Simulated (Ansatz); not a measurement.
**Run on Eu (Cmcm) — start Eu1↑ Eu2↓ Eu3↑ Eu4↓; spin–orbit coupling, moments along [001]**

The calculation used DFT, PBE, PAW with Ansatz's default frozen-core files, fully relativistic files with spin-orbit coupling (Ansatz).

Command: `ansatz run input.yaml --threads 2 --pin off --max-ram 6144MiB --backend cpu --events-out ev --progress --plain --runs-dir out`

```yaml
crystal:
  lattice:
    - [3.99413302, 0.0, 0.0]
    - [0.0, 0.0, 6.34072505]
    - [0.0, -6.95941876, 0.0]
  atoms:
    - { symbol: Eu, position: [0.5, 0.75, 0.33686714], spin: 7.0, spin_axis: [0.0, 1.0, 0.0] }
    - { symbol: Eu, position: [0.0, 0.75, 0.83686714], spin: 7.0, spin_axis: [0.0, -1.0, 0.0] }
    - { symbol: Eu, position: [0.5, 0.25, 0.66313286], spin: 7.0, spin_axis: [0.0, 1.0, 0.0] }
    - { symbol: Eu, position: [0.0, 0.25, 0.16313286], spin: 7.0, spin_axis: [0.0, -1.0, 0.0] }
magnetization:
  noncollinear: true
  spin_orbit: true
kpoints:
  mp_grid: { grid: [7, 4, 4] }
scf:
  occupations: { method: fermi_dirac, width: 0.05 }
  convergence: { dr2_threshold: 1.0e-09 }
  max_iter: 120
  lower_state_search: "off"
hamiltonian:
  xc: pbe
  pseudopotentials: { kind: paw_fr }
output:
  eigenvalues: false
  hubbard: { sites: [{ species: Eu, l: f }] }
  write_density: true
  write_potential: true
  elf: true
  volumetric_format: npy
```

Log:

```
settings of this run that can trade accuracy for cost: output.eigenvalues: false. Do not mix this run's numbers with those of runs without the same settings; the input reference describes each key
Eu: projections on atomic orbitals take those of the free atom [Kr 4d10] 4f7 5s2 5p6 5d0 6s2, of charge +0.00 (hamiltonian.pseudopotentials.projection_atoms); the dataset's partial waves leave at most 9.9e-4 of an orbital's norm unspanned inside its sphere
band count auto-derived: 118, from the close of a first SCF at 82 (N_el = 68.0; filled up to band 68; 82 by the electrons, moments and atoms)
Engine: ansatz 0.2.0
Pseudopotentials: kind: paw_fr
Pseudopotential: Eu, paw_fr, valence charge 17, recommended cutoff 420 eV (normal), Eu.paw.azcp#standard-fr
Functional definition: PBE
  parameter kappa = 0.804
  parameter beta = 0.06672455060314922
  exchange = pbe_x(kappa = kappa, mu = beta*pi^2/3)
  correlation = pbe_c(beta = beta)
Crystal: 4 atoms, lattice volume = 176.252 Å³
Basis set: ecut = 420 eV, 3467 PW (Γ)
Bands: 82, of which v1, the nominal top of the filled ones, is band 68 counted from 1 (67 counted from 0)
Symmetry: 8 space group operations + 8 with time reversal
Magnetic group: BNS 60.431 (UNI 529), of the structure as read, at distance tolerance 5.6e-5 Å
k-points: 36 of 112
Projection manifold: j_resolved (fully-relativistic pseudo-atomic orbitals)
Non-local potential: Eu, projectors of the file, l = 0: 3, l = 1: 4, l = 2: 4, l = 3: 6
PAW form: soft (Blöchl's): semilocal exchange-correlation on the pseudo side does not see the compensation charge
PAW one-centre angular grid: Eu, 590 points (default); XC on 64 Gauss nodes
Initial density: superposition of atomic densities (chi_scale 0.1, normalization cell)
Starting moments: Σ|m| = 28 μB on 4 of 4 sites
Initial wavefunctions: pseudopotential atomic-orbital guess
Functional: x = pbe(κ = 0.804, μ = 0.2195149727645171), c = pbe(β = 0.06672455060314922)
SCF iter   1: F=—  HF=-35095.616778 eV  |F-HF|=—  |Δ(HF+E_count)|=         —  Δρ=5.26e-1  dr2=1.05e1  dr2_m=1.12e2  ethr=3.10e-3  |M|=6.77e-15 ∫|m|=2.94e1 μB  |m|>n=0.0e0 m-floor=0.0e0 τ_xc=0.0e0 mc-row=0.0e0  β_m=1.00  ⟨swp⟩=8.5  Hψ=18771  notcnv=0
preconditioner: auto → Kerker (q_TF=auto, 2.328 Å⁻¹)  [metal: Δε(μ)=0.005 eV  Ē_g=6.441 eV  σ=0.050 eV  W_gap=0.03  n_scr=38 (ndim 8)  ℏωp=19.4 eV  f_vac=0.000  D(μ)=4.61/eV (n_scr^D=34)]
spin=Noncollinear: Kerker preconditioning applied to the charge; magnetization (m_x, m_y, m_z) channels mix plain (no charge-response kernel on spin).
[...]
SCF 1, on 82 bands, converged in 23 iterations: F = -35102.764839 eV; the run's SCF on all bands comes behind
[...]
E sigma→0 (E₀):  -35102.726455 eV
Entropy (-TS):   -0.076769 eV (-19.192 meV/atom)
Fermi energy:    8.618975 eV
--- Per-component energies (eV) ---
  E_band       = -221.083451
  E_kinetic    = 1399.980932
  E_local      = -8785.921883  (includes V_loc(G=0)·N_el)
  E_nonlocal   = 1898.262421
  E_hartree    = 3483.022214
  E_xc         = -704.069073
  E_vxc        = -805.100322  (∫ρ·V_xc dr)
  E_paw        = -25589.220470  (= ΣΔE_a)
  E_vpaw       = -894.349200  (= ΣTr[D̂ρ^β])
  E_aug_tail   = -0.000000  (compensation charges beyond the density's cutoff)
  E_ewald      = -6804.742210
  E_smearing   = -0.076769  (= −TS)
  E_closure    = 0.000000  (closes the sum)
  Σ components = -35102.764839   (vs F -35102.764839, Δ=0.00e0)
--- Occupation matrices: 4 shells (Löwdin-built; ε = 2.00e-2, provisional) ---
  Eu0 f_4F: site group C2v (mm2)
  Eu0 f_4F spinor Tr n = 6.8490  λ = 0.001 0.001 0.001 0.001 0.001 0.001 0.001 0.938 0.964 0.975 0.984 0.994 0.994 0.995  [7× x(x2-3y2) 0.14 E1/2(1.00) | z3 0.51 E1/2(1.00) | 6× xyz 0.17 E1/2(1.00)]
  Eu1 f_4F: site group C2v (mm2)
  Eu1 f_4F spinor Tr n = 6.8490  λ = 0.001 0.001 0.001 0.001 0.001 0.001 0.001 0.938 0.964 0.975 0.984 0.994 0.994 0.995  [7× x(x2-3y2) 0.14 E1/2(1.00) | z3 0.51 E1/2(1.00) | 6× xyz 0.17 E1/2(1.00)]
  Eu2 f_4F: site group C2v (mm2)
  Eu2 f_4F spinor Tr n = 6.8490  λ = 0.001 0.001 0.001 0.001 0.001 0.001 0.001 0.938 0.964 0.975 0.984 0.994 0.994 0.995  [7× x(x2-3y2) 0.14 E1/2(1.00) | z3 0.51 E1/2(1.00) | 6× xyz 0.17 E1/2(1.00)]
  Eu3 f_4F: site group C2v (mm2)
  Eu3 f_4F spinor Tr n = 6.8490  λ = 0.001 0.001 0.001 0.001 0.001 0.001 0.001 0.938 0.964 0.975 0.984 0.994 0.994 0.995  [7× x(x2-3y2) 0.14 E1/2(1.00) | z3 0.51 E1/2(1.00) | 6× xyz 0.17 E1/2(1.00)]
  Tr n, λ and their labels are of the run-group-symmetrised matrices; stabiliser: 16 of 32 elements of G0×{1,Θ} (closed), max defect 9.4e-16 at τ = 4.2e-3
settings of this run that can trade accuracy for cost: output.eigenvalues: false. Do not mix this run's numbers with those of runs without the same settings; the input reference describes each key
```

Site moments (μB): Eu1 (0.00, 6.90, 0.00); Eu2 (0.00, -6.90, 0.00); Eu3 (0.00, 6.90, 0.00); Eu4 (0.00, -6.90, 0.00). Cell moment 0.00 μB.

Without U a semilocal functional puts the f levels too near the Fermi level, which can change moments and the order of magnetic states; site and cell moments are spin moments. The Ansatz runs typed with the search for lower states off end where their start leads. With open f shells a run can end in a state that isn't the lowest. The magnetic state is the one that this cell and start allow. It needn't be the compound's measured order, which may need a larger cell or be absent.

It took 4.3 min on 2 threads of Intel(R) Xeon(R) Platinum 8488C (Sapphire Rapids), on a shared host, peak memory 1.9 GiB.
